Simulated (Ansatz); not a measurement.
## Convergence of P

```yaml
crystal:
  lattice:
    - [4.27290, 0.00000, 0.00000]
    - [0.00000, 4.27290, 0.00000]
    - [0.00000, 0.00000, 4.37800]
  atoms:
    - { symbol: P, position: [0.00000, 0.00000, 0.00000] }
```

The cell comes from COD entry 1534547, which wasn't checked; take it as a given geometry.

The calculation used Ansatz 0.2.0, DFT, PBE, PAW with Ansatz's default frozen-core files, scalar-relativistic.

Sampling and basis: a Γ-centred 10×10×9 k mesh, Fermi–Dirac smearing of 0.08 eV, cutoff 420 eV, no spin polarisation. One setting is then changed at a time.

| k mesh | free energy less the base's (meV/atom) | P (GPa) |
| --- | --- | --- |
| 10×10×9 (base) | 0.0 | -3.52 |
| 3×3×3 | 26.3 | -3.25 |
| 5×5×4 | 30.4 | -3.33 |
| 8×8×7 | 1.5 | -3.50 |
| 14×14×13 | 0.1 | -3.52 |
